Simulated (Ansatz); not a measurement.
Crystal: I.

```xyz
4
Lattice="3.6350 -2.3950 0.0000 3.6350 2.3950 0.0000 0.0000 0.0000 9.7934" Properties=species:S:1:pos:R:3 pbc="T T T"
I     3.6350   -0.7152    3.7646
I     3.6350    1.6799    1.1321
I     3.6350    0.7152    6.0288
I     3.6350   -1.6799    8.6613
```

```yaml
Program: Ansatz 0.2.0
Task: relaxation of cell and atoms
Functional: BLYP
Dispersion: D3(BJ)
Potentials_or_basis: Ansatz PAW
Cutoff: "420 eV (not typed: the program's choice for these potentials)"
k_mesh: 7 × 7 × 3
Occupations: fermi-dirac, width 0.05 eV
Spin: no spin polarisation
```

At the start: volume 42.63 Å³/atom.

Where does the relaxation end?

It ends after 8 steps and the volume is 39.34 Å³/atom (-7.7 %); space group Cmce (No. 64, to 0.05 Å).

Step by step:
```csv
step,energy change (eV),largest force (eV/Å),volume (Å³)
1,0.0000,1.1371,170.52
2,-0.1090,0.4743,151.03
3,-0.1528,0.3432,159.27
4,-0.2238,0.0392,159.02
5,-0.2260,0.0105,156.99
6,-0.2262,0.0051,157.37
7,-0.2263,0.0003,157.37
8,-0.2244,0.0003,157.37
```

Final structure:
```
CELL_PARAMETERS angstrom
3.56611 -2.28668 0.00000
3.56611 2.28668 0.00000
0.00000 0.00000 9.64933
ATOMIC_POSITIONS crystal
I 0.67459 0.32541 0.37768
I 0.17459 0.82541 0.12232
I 0.32541 0.67459 0.62232
I 0.82541 0.17459 0.87768
```

Caveat: the plane-wave basis is chosen anew once the cell has moved, so the energies of steps on either side of that aren't comparable; the PAW data sets come from PBE, with cores solved anew for the run's functional, which leaves a small shift of forces and pressure.
